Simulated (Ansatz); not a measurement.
A run of Ansatz 0.2.0:

The input input.yaml:

```yaml
crystal:
  lattice:
    - [-2.025, 2.025, 2.025]
    - [2.025, -2.025, 2.025]
    - [2.025, 2.025, -2.025]
  atoms:
    - { symbol: Gd, position: [0.0, 0.0, 0.0], spin: 7.0 }
kpoints:
  mp_grid: { grid: [9, 9, 9] }
scf:
  occupations: { method: fermi_dirac, width: 0.05 }
hamiltonian:
  xc: pbesol
  pseudopotentials: { kind: all_electron, lapw: { basis_error: 0.001 } }
magnetization:
  spin_polarized: true
output:
  forces: true
  stress: true
relax:
  f_tol: 0.02
  max_steps: 60
  cell: { p_target: 30 }
```

Potentials or basis: all-electron LAPW, scalar-relativistic.

Run with:

```sh
$ ansatz run input.yaml --threads 2 --pin off --max-ram 6144MiB --backend cpu --events-out ev --progress --plain --runs-dir out
```

Hardware: 2 threads of Intel(R) Xeon(R) Platinum 8375C CPU @ 2.90GHz (Ice Lake) (shared host).

How long does it take, and how much memory?

Run time: 68 s on 2 threads of Intel(R) Xeon(R) Platinum 8375C CPU @ 2.90GHz (Ice Lake) (shared host), peak memory 0.41 GiB. Counts: scf iterations 83, plane waves 177, k points 35, bands 22, ion steps 7.
